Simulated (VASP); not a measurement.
# Mg7Te8 (a cell with a defect) in VASP: further runs, part 2 of 2

VASP 6.6.1.

**3. Single point, PBEsol**

File INCAR:

```
PREC = Accurate ; ENCUT = 520
EDIFF = 1E-7 ; ISMEAR = 0
SIGMA = 0.05 ; LREAL = Auto
LASPH = True ; NELM = 100
ALGO = Fast ; ISIF = 2
LWAVE = False ; LCHARG = False
GGA = PS ; NBANDS = 44
```

File KPOINTS:

```
regular mesh
0
Gamma
  4 4 4
```

File POSCAR:

```
Mg7Te8
1.0
    0.0000000000      5.9058590461     -5.9058590461
    5.9058590461      5.9058590461      0.0000000000
    5.9058590461      0.0000000000     -5.9058590461
Mg Te
7 8
Direct
    0.0000000000      0.2500000000      0.0000000000
    0.5224561748     -0.0040578660     -0.0143404428
    0.4775438252      0.5040578660      0.0143404428
   -0.0143404428     -0.0040578660      0.5224561748
    0.0143404428      0.5040578660      0.4775438252
    0.5000000000     -0.0401870565      0.5000000000
    0.5000000000      0.5401870565      0.5000000000
    0.2298302321      0.7876960024      0.2298302321
    0.2298302321      0.2526435335      0.2298302321
    0.7653281362      0.7500000000      0.2346718638
    0.6898373806      0.2500000000      0.3101626194
    0.2346718638      0.7500000000      0.7653281362
    0.3101626194      0.2500000000      0.6898373806
    0.7701697679      0.7123039976      0.7701697679
    0.7701697679      0.2473564665      0.7701697679
```

Potentials or basis: VASP PAW PBE potentials, release 64 (Mg, Te).

Started as:

```
> cat potpaw_PBE.64/Mg/POTCAR potpaw_PBE.64/Te/POTCAR > POTCAR
> mpirun -np 1 vasp_std > vasp.out
```

OUTCAR:

```text
PREC = Accurate
   ENCUT = 520
   EDIFF = 1E-7
   ISMEAR = 0
   LREAL = Auto
   LASPH = True
   NELM = 100
   ISIF = 2
   GGA = PS

 ion  position               nearest neighbor table
   1  0.000  0.250  0.000-  11 2.59  13 2.59   8 3.34  14 3.34   9 3.34  15 3.34
   2  0.522  0.996  0.986-  10 2.91  15 2.96  14 2.96   8 2.98   9 2.98  13 3.02
   3  0.478  0.504  0.014-  12 2.91   9 2.96   8 2.96  14 2.98  15 2.98  11 3.02
   4  0.986  0.996  0.522-  12 2.91  15 2.96  14 2.96   8 2.98   9 2.98  11 3.02
   5  0.014  0.504  0.478-  10 2.91   9 2.96   8 2.96  14 2.98  15 2.98  13 3.02
   6  0.500  0.960  0.500-  10 2.83  12 2.83  11 2.90  13 2.90  14 3.20   9 3.20   7 3.50
   7  0.500  0.540  0.500-  10 2.83  12 2.83  11 2.90  13 2.90   8 3.20  15 3.20   6 3.50
   8  0.230  0.788  0.230-   3 2.96   5 2.96   4 2.98   2 2.98   7 3.20   1 3.34
   9  0.230  0.253  0.230-   3 2.96   5 2.96   4 2.98   2 2.98   6 3.20   1 3.34
  10  0.765  0.750  0.235-   6 2.83   7 2.83   2 2.91   5 2.91
  11  0.690  0.250  0.310-   1 2.59   6 2.90   7 2.90   3 3.02   4 3.02  13 3.17
  12  0.235  0.750  0.765-   6 2.83   7 2.83   3 2.91   4 2.91
  13  0.310  0.250  0.690-   1 2.59   6 2.90   7 2.90   2 3.02   5 3.02  11 3.17
  14  0.770  0.712  0.770-   2 2.96   4 2.96   3 2.98   5 2.98   6 3.20   1 3.34
  15  0.770  0.247  0.770-   2 2.96   4 2.96   3 2.98   5 2.98   7 3.20   1 3.34

  LATTYP: Found a face centered cubic cell.
 ALAT       =    11.8117180922

  Lattice vectors:

 A1 = (   0.0000000000,   5.9058590461,  -5.9058590461)
 A2 = (   5.9058590461,   5.9058590461,   0.0000000000)
 A3 = (   5.9058590461,   0.0000000000,  -5.9058590461)

Analysis of symmetry for initial positions (statically):
=====================================================================
 Subroutine PRICEL returns:
 Original cell was already a primitive cell.

 Routine SETGRP: Setting up the symmetry group for a
 face centered cubic supercell.

 Subroutine GETGRP returns: Found  8 space group operations
 (whereof  4 operations were pure point group operations)
 out of a pool of 48 trial point group operations.

The static configuration has the point symmetry C_2v.
 The point group associated with its full space group is D_2h.

Analysis of symmetry for dynamics (positions and initial velocities):
=====================================================================
 Subroutine PRICEL returns:
 Original cell was already a primitive cell.

 Routine SETGRP: Setting up the symmetry group for a
 face centered cubic supercell.

 Subroutine GETGRP returns: Found  8 space group operations
 (whereof  4 operations were pure point group operations)
 out of a pool of 48 trial point group operations.

The dynamic configuration has the point symmetry C_2v.
 The point group associated with its full space group is D_2h.

 Subroutine INISYM returns: Found  8 space group operations
 (whereof  4 operations are pure point group operations),
 and found     1 'primitive' translations

----------------------------------------------------------------------------------------

                                     Primitive cell

  volume of cell :     411.9829

  direct lattice vectors                    reciprocal lattice vectors
     0.000000000  5.905859046 -5.905859046    -0.084661689  0.084661689 -0.084661689
     5.905859046  5.905859046  0.000000000     0.084661689  0.084661689  0.084661689
[... 97 lines left out ...]
   ICHARG =      2    charge: 1-file 2-atom 10-const
   ISPIN  =      1    spin polarized calculation?
   LNONCOLLINEAR =      F non collinear calculations
   LSORBIT =      F    spin-orbit coupling
   LASPH  =      T    aspherical Exc in radial PAW
   ENCUT  =  520.0 eV  38.22 Ry    6.18 a.u.  15.53 15.53 15.53*2*pi/ulx,y,z
   NELM   =    100;   NELMIN=  2; NELMDL= -5     # of ELM steps
   EDIFF  = 0.1E-06   stopping-criterion for ELM
   LREAL  =      T    real-space projection
   EDIFFG = 0.1E-05   stopping-criterion for IOM
   NSW    =      0    number of steps for IOM
   IBRION =     -1    ionic relax: 0-MD 1-quasi-New 2-CG
   NFREE  =      0    steps in history (QN), initial steepest desc. (CG)
   ISIF   =      2    stress and relaxation
   ISYM   =      2    0-nonsym 1-usesym 2-fastsym
   POTIM  = 0.5000    time-step for ionic-motion
   TEBEG  =    0.0;   TEEND  =   0.0 temperature during run
   PSTRESS=    0.0 pullay stress
   NELECT =      62.0000    total number of electrons
   NUPDOWN=      -1.0000    fix difference up-down
   EMIN   =  10.00;   EMAX   =-10.00  energy-range for DOS
   EFERMI =   0.00;   METHOD = LEGACY
   ISMEAR =     0;   SIGMA  =   0.05  broadening in eV -4-tet -1-fermi 0-gaus
   EFERMI_NEDOS =   21; number of points for ismear=-14 and -15
   IALGO  =     68    algorithm
   IMIX   =      4    mixing-type and parameters
     AMIX     =   0.40;   BMIX     =  1.00
     AMIX_MAG =   1.60;   BMIX_MAG =  1.00
  volume/ion in A,a.u.               =      27.47       185.35
  Fermi-wavevector in a.u.,A,eV,Ry     =   0.870788  1.645550 10.316908  0.758271
  Thomas-Fermi vector in A             =   1.989803
   LORBIT       =      0    0 simple, 1 ext, 2 COOP (PROOUT), +10 PAW based schemes
   GGA     = PS    functional components
   LHFCALC =     F    Hartree Fock is set to
   AEXX    =    0.0000 exact exchange contribution
   IVDW    =     0    specifies the selected vdW correction
   LEPSILON=     F    determine dielectric tensor
   LRPA    =     F    only Hartree local field effects (RPA)
 non-spin polarized calculation
 RMM-DIIS sequential band-by-band and
 Gauss-broadening in eV      SIGMA  =   0.05
  energy-cutoff  :      520.00
  volume of cell :      411.98
 maximum number of plane-waves:     11138
 NGX is ok and might be reduce to    64
   NGX = 31   NGY = 31   NGZ = 31

 number of electron      62.0000000 magnetization

 Free energy of the ion-electron system (eV)
  ---------------------------------------------------
  ext. energy  EPLUGINS =         0.00000000
  ---------------------------------------------------
  free energy    TOTEN  =       -49.68128752 eV

  energy without entropy =      -49.67495474  energy(sigma->0) =      -49.67812113

 E-fermi :   4.1794     XC(G=0):  -9.0883

 val. band max:        4.1780212699   @ k =   0.2500   0.2500   0.0000
 cond. band min:       4.2013437332   @ k =   0.0000   0.5000   0.0000
 fundamental gap:      0.0233224633
 Fermi energy:         4.1794250777

 k-point     1 :       0.0000    0.0000    0.0000
  band No.  band energies     occupation
      1      -7.3697      2.00000
      2      -6.4217      2.00000
      3      -6.0773      2.00000
      4      -6.0043      2.00000
      5      -5.9867      2.00000
      6      -5.7534      2.00000
[... 817 lines left out ...]
     42       8.8586      0.00000
     43       8.9701      0.00000
 [bands above 43 left out]

------------------------ aborting loop because EDIFF is reached ----------------------------------------

  FORCE on cell =-STRESS in cart. coord.  units (eV):
  Direction    XX          YY          ZZ          XY          YZ          ZX
  --------------------------------------------------------------------------------------
  -------------------------------------------------------------------------------------
  Total        2.4207130      2.4207130     -7.1786369     -4.5998725      0.0000000      0.0000000
  in kB        9.4140099      9.4140099    -27.9172955    -17.8886327      0.0000000      0.0000000
  external PRESSURE =      -3.0297586 kB  Pullay stress =       0.0000000 kB

 VOLUME and BASIS-vectors are now :
 -----------------------------------------------------------------------------
  energy-cutoff  :      520.00
  volume of cell :      411.98
      direct lattice vectors                 reciprocal lattice vectors
     0.000000000  5.905859046 -5.905859046    -0.084661689  0.084661689 -0.084661689
     5.905859046  5.905859046  0.000000000     0.084661689  0.084661689  0.084661689
     5.905859046  0.000000000 -5.905859046     0.084661689 -0.084661689 -0.084661689

 POSITION                                       TOTAL-FORCE (eV/Angst)
 -----------------------------------------------------------------------------------
      1.47646      1.47646      0.00000        -0.000000      0.000000     -0.000000
     11.70306      8.96745     -8.90672         0.001977     -0.001977      0.003316
      3.06159      5.79720     -2.90500        -0.001977      0.001977     -0.003316
      8.96745     11.70306     -8.90672        -0.001977      0.001977      0.003316
      5.79720      3.06159     -2.90500         0.001977     -0.001977     -0.003316
      8.62145      8.62145     -5.90586        -0.003949     -0.003949      0.000000
      6.14320      6.14320     -5.90586         0.003949      0.003949      0.000000
      6.00937      6.00937     -2.71469         0.000874      0.000874     -0.000275
      2.84942      2.84942     -2.71469        -0.000874     -0.000874     -0.000275
      5.81533      8.94931     -5.90586         0.000621     -0.000621      0.000000
      3.30824      5.55055     -5.90586         0.009626     -0.009626      0.000000
      8.94931      5.81533     -5.90586        -0.000621      0.000621      0.000000
      5.55055      3.30824     -5.90586        -0.009626      0.009626      0.000000
      8.75528      8.75528     -9.09703        -0.000874     -0.000874      0.000275
      6.00937      6.00937     -9.09703         0.000874      0.000874      0.000275
 -----------------------------------------------------------------------------------
    total drift:                               -0.000000     -0.000000      0.000000

  FREE ENERGIE OF THE ION-ELECTRON SYSTEM (eV)
  ---------------------------------------------------
  free  energy   TOTEN  =       -49.6812875151 eV

  energy  without entropy=      -49.6749547394  energy(sigma->0) =      -49.67812113
```

It took 5.3 min on 1 thread of Intel Xeon 6975P-C (Granite Rapids), shared host; peak memory 0.66 GiB.

Results:

* Free energy: -49.6813 eV
* Pressure: -0.3 GPa
* Largest force: 0.014 eV/Å
* Band gap on the k mesh: none (metal or under the smearing width)

Forces on the atoms (eV/Å):
```
Mg   0.000  0.000  0.000
Mg   0.002 -0.002  0.003
Mg  -0.002  0.002 -0.003
Mg  -0.002  0.002  0.003
Mg   0.002 -0.002 -0.003
Mg  -0.004 -0.004  0.000
Mg   0.004  0.004  0.000
Te   0.001  0.001  0.000
Te  -0.001 -0.001  0.000
Te   0.001 -0.001  0.000
Te   0.010 -0.010  0.000
Te  -0.001  0.001  0.000
Te  -0.010  0.010  0.000
Te  -0.001 -0.001  0.000
Te   0.001  0.001  0.000
```

Caveat: the PAW data sets were made with another functional, which shifts forces and pressure a little. The run has no spin-orbit coupling, so splittings on Te are missing.
